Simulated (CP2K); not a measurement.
CdS (Hawleyite):

```xyz
2
Lattice="4.1246 0.0000 0.0000 2.0623 3.5720 0.0000 2.0623 1.1907 3.3677" Properties=species:S:1:pos:R:3 pbc="T T T"
Cd    0.0000    0.0000    0.0000
S     6.1868    3.5720    2.5258
```

Base run:

```yaml
Program: CP2K 2026.2
Functional: LDA
Potentials_or_basis: POTENTIAL_UZH Cd GTH-PBE-q12, S GTH-PBE-q6; TZVP-MOLOPT-PBE-GTH basis
Density_cutoff: 9184 eV
k_mesh: 8 × 8 × 8
Occupations: fermi-dirac, width 0.05 eV
Spin: no spin polarisation
```

Its results: band gap on the k mesh 0.85 eV, direct; pressure -0.9 GPa.

**Question.** After a change of settings the same cell gave: band gap on the k mesh 1.06 eV, direct; pressure 3.4 GPa. Which change was it?
A. functional from LDA to BEEF-vdW
B. functional from LDA to optB88-vdW
C. functional from LDA to AM05

**Answer.** B.

Caveats: the potentials were made for another functional, which shifts forces and pressure; the basis of atomic orbitals isn't converged, which shifts pressures, moduli and gaps.

Not every run made on this cell is shown here.
